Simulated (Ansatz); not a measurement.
Pt:

```
CELL_PARAMETERS angstrom
0.00000 1.96090 1.96090
1.96090 0.00000 1.96090
1.96090 1.96090 0.00000
ATOMIC_POSITIONS crystal
Pt 0.00000 0.00000 0.00000
```

- Program: Ansatz 0.2.0
- Task: relaxation of cell and atoms
- Functional: BLYP
- Potentials or basis: Ansatz PAW
- Cutoff: 420 eV (not typed: the program's choice for these potentials)
- k mesh: 12 × 12 × 12
- Occupations: fermi-dirac, width 0.05 eV
- Spin: no spin polarisation

At the start: volume 15.08 Å³/atom.

Task: Where does the relaxation end?

Result: It ends after 5 steps and the volume is 16.64 Å³/atom (+10.4 %); space group Fm-3m (No. 225, to 0.05 Å).

Step by step:
```tsv
step	energy change (eV)	largest force (eV/Å)	volume (Å³)
1	0.0000	0.0000	15.08
2	-0.0917	0.0000	17.39
3	-0.1105	0.0000	16.79
4	-0.1113	0.0000	16.64
5	-0.1120	0.0000	16.64
```

Final structure:
```
Pt
1.0
     0.00000    2.02635    2.02635
     2.02635    0.00000    2.02635
     2.02635    2.02635    0.00000
Pt
1
Direct
  0.00000 0.00000 0.00000
```

Caveat: the plane-wave basis is chosen anew once the cell has moved, so the energies of steps on either side of that aren't comparable; the volume moved by +10 % from the deposited cell, more than functionals usually miss; the PAW data sets come from PBE, with cores solved anew for the run's functional, which leaves a small shift of forces and pressure.
